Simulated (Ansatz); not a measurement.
# Iron, omega (AlB2-type) under PBE: structure, energy and stiffness

What does PBE give for iron in the omega (AlB2-type) structure? We relax it, solve it on a dense k-mesh, then scale the cell to 7 volumes from 88 to 112 % of the relaxed one and try a fit of the equation of state. Spin polarisation is left out, though the real metal is magnetic, so this state lies above the ground state. The k-meshes are 9×9×13 for the relaxation; 12×12×17 for the dense run; 12×12×17 for the volumes.

Method: DFT PBE, plane waves (420 eV) with PAW, scalar-relativistic, in Ansatz 0.2.0.

## 1. The structure to begin with

Symmetry: P6/mmm, No. 191, hexagonal system. The conventional cell has a = 4.052 Å, b = 4.052 Å, c = 2.484 Å, α = 90.00°, β = 90.00°, γ = 120.00°. Fe (site symmetry 6/mmm) has 14 Fe at 2.48 to 2.65 Å as nearest neighbours. Fe (site symmetry -6m2) is surrounded by 11 Fe at 2.34 to 2.65 Å.

Structure file:

```
CELL_PARAMETERS angstrom
4.05246 0.00000 0.00000
-2.02623 3.50953 0.00000
0.00000 0.00000 2.48416
ATOMIC_POSITIONS crystal
Fe 0.00000 0.00000 0.00000
Fe 0.33333 0.66667 0.50000
Fe 0.66667 0.33333 0.50000
```

## 2. Geometry optimisation

input.yaml

```yaml
crystal:
  lattice:
    - [4.052459318, 0.0, 0.0]
    - [-2.026229659, 3.5095327172, 0.0]
    - [0.0, 0.0, 2.4841575619]
  atoms:
    - { symbol: Fe, position: [0.0, 0.0, 0.0] }
    - { symbol: Fe, position: [0.3333333333, 0.6666666667, 0.5] }
    - { symbol: Fe, position: [0.6666666667, 0.3333333333, 0.5] }
hamiltonian:
  xc: pbe
  pseudopotentials:
    kind: paw
    azcp:
      Fe: "pseudopotentials/Fe.paw.azcp"
basis:
  ecutwfc: 420
  fft_grid_basis: typed
kpoints:
  mp_grid: { grid: [9, 9, 13], shift: [0, 0, 0] }
magnetization:
  spin_polarized: false
scf:
  occupations: { method: fermi_dirac, width: 0.1 }
relax:
  max_steps: 60
  f_tol: 0.01
  cell: {}
```

Further steps of the session: The energy on a finer k-mesh; Volume × 0.88; Volume × 0.92; Volume × 0.96; Volume × 1.0; Volume × 1.04; Volume × 1.08; Volume × 1.12.

Before running it: what results should come out? Wanted: space group; conventional cell; volume; shortest distance; gap on the mesh; relative to bcc, ferromagnetic; V₀, B₀, B₀′.

**Answer**, as computed:

| quantity | value |
| --- | --- |
| space group (spins left aside) | P6/mmm (No. 191) |
| conventional cell | a = 3.859 Å, c = 2.425 Å (c/a = 0.628) |
| volume | 10.425 Å³/atom |
| shortest distance | 2.228 Å |
| gap on the mesh | none (levels filled in part) |
| relative to bcc, ferromagnetic | +253 meV/atom |
| V₀, B₀, B₀′ | 10.400 Å³/atom, 277 GPa, 4.6 |

In words: The relaxation shrank the cell by 11.5 % in volume. It lies 253 meV/atom above the element's reference form at the same level (bcc, ferromagnetic, from a run of its own); part of this is magnetic energy, as this run has no moments. No gap shows: it is a metal or semimetal at this level. B₀ comes out at 277 GPa; letting shape and positions relax at each volume could only lower it. The symmetry was held, so the structure may be unstable against distortions that break it.
